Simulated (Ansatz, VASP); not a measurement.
## One calculation of SiNi3, two programs

The input INCAR:

```
SYSTEM = SiNi3
ALGO = Normal
EDIFF = 1E-7
ENCUT = 520
GGA = PE
ISIF = 2
ISMEAR = -1
ISPIN = 2
LASPH = .True.
LCHARG = .False.
LMAXMIX = 4
LORBIT = 11
LREAL = .False.
LWAVE = .False.
MAGMOM = 1 1 1 0
NBANDS = 29
NELM = 120
PREC = Accurate
SIGMA = 0.05
```

File KPOINTS:

```
k-points
0
Gamma
  8 8 8
  0 0 0
```

The input POSCAR:

```
SiNi3
1.0
    3.5420000000      0.0000000000      0.0000000000
    0.0000000000      3.5420000000      0.0000000000
    0.0000000000      0.0000000000      3.5420000000
Ni Si
3 1
Direct
    0.4886370000      0.4838270000     -0.0015600000
    0.4930390000     -0.0013100000      0.5054280000
    0.0105450000      0.4973570000      0.4884480000
   -0.0037180000      0.0064040000      0.0020140000
```

Contents of input.yaml:

```yaml
crystal:
  lattice:
    - [3.542, 0.0, 0.0]
    - [0.0, 3.542, 0.0]
    - [0.0, 0.0, 3.542]
  atoms:
    - { symbol: Ni, position: [0.488637, 0.483827, -0.00156], spin: 1.0 }
    - { symbol: Ni, position: [0.493039, -0.00131, 0.505428], spin: 1.0 }
    - { symbol: Ni, position: [0.010545, 0.497357, 0.488448], spin: 1.0 }
    - { symbol: Si, position: [-0.003718, 0.006404, 0.002014] }
hamiltonian:
  xc: pbe
  pseudopotentials: { kind: paw }
magnetization:
  spin_polarized: true
kpoints:
  mp_grid: { grid: [8, 8, 8] }
scf:
  occupations: { method: fermi_dirac, width: 0.05 }
output:
  forces: true
  stress: true
  eigenvalues: true
  write_density: true
  write_potential: true
  elf: true
  volumetric_format: npy
```

Change from the starting cell: atoms moved at random, drawn with an rms of 0.05 Å.

Alike in both runs: task single point; functional PBE; k mesh 8 × 8 × 8; occupations fermi-dirac, width 0.05 eV; collinear spin, ferromagnetic start.

|  | VASP | Ansatz |
| --- | --- | --- |
| version | VASP 6.6.1 | Ansatz 0.2.0 |
| potentials or method | VASP PAW PBE potentials, release 64 (Ni, Si) | Ansatz PAW |
| plane-wave cutoff (eV) | 520 | 420 |
| valence electrons in the cell | 34 | 58 |

|  | VASP | Ansatz | Ansatz less VASP |
| --- | --- | --- | --- |
| gap on the k mesh at the Fermi level (eV) | none | none | - |
| pressure (GPa) | -5.2 | -5.3 | -0.07 |
| largest component of the traceless stress (GPa) | 0.32 | 0.32 | +0.001 |
| rms of the force components (eV/Å) | 0.361 | 0.364 | +0.0032 |
| net moment per atom (μB) | 0.00 | 0.00 | 0.000 |

Atom by atom the forces differ by 0.004 eV/Å (rms over components). A gap of «none» marks a metal or a gap that the smearing closes. The functional is the same, so the differences come from potentials, cutoffs and numerics. The two sets of potentials don't hold the same shells in valence.

Caveats: the starting moments weren't kept (Ansatz).
